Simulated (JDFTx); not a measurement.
## NaH in JDFTx: the effect of exact exchange share

The system is NaH.

```
Na H
1.0
     0.00000    2.44000    2.44000
     2.44000    0.00000    2.44000
     2.44000    2.44000    0.00000
Na H
1 1
Direct
  0.00000 0.00000 0.00000
  0.50000 0.50000 0.50000
```

Alike in all runs:

| Item | Value |
| --- | --- |
| Program | JDFTx 1.7.0 (patched build) |
| Task | single point |
| Potentials or basis | PseudoDojo-SR-PBE-0.5-standard with smoothed tails |
| Cutoff | 1197 eV |
| Density cutoff | 9578 eV |
| k mesh | 3 × 3 × 3 |
| Occupations | fermi-dirac, width 0.05 eV |
| Spin | no spin polarisation |

| exact exchange share | functional | gap on the mesh (eV) | pressure (GPa) |
| --- | --- | --- | --- |
| 0.1 | PBE0 (exact-exchange share 0.1) | ? | ? |
| 0.2 | PBE0 (exact-exchange share 0.2) | 7.25 | -1.0 |
| 0.25 | PBE0 (exact-exchange share 0.25) | 7.63 | -1.1 |
| 0.3 | PBE0 (exact-exchange share 0.3) | 8.01 | -1.1 |
| 0.4 | PBE0 (exact-exchange share 0.4) | 8.77 | -1.3 |

Q: What does the run with exact exchange share 0.1 give?

A: gap on the mesh 6.50 eV; pressure -0.8 GPa.

Worked out: A straight line through the other rows of the gap on the mesh, of slope 7.6 eV per unit of exact exchange share, extrapolates to 6.49 eV, against the run's 6.50. A straight line through the other rows of the pressure, of slope -1.43 GPa per unit of exact exchange share, extrapolates to -0.9 GPa, against the run's -0.8.

Caveats: all runs use coarse meshes; the potentials were made for another functional, which shifts forces and pressure; an odd mesh through Γ misses points on the zone boundary, where band edges often lie.
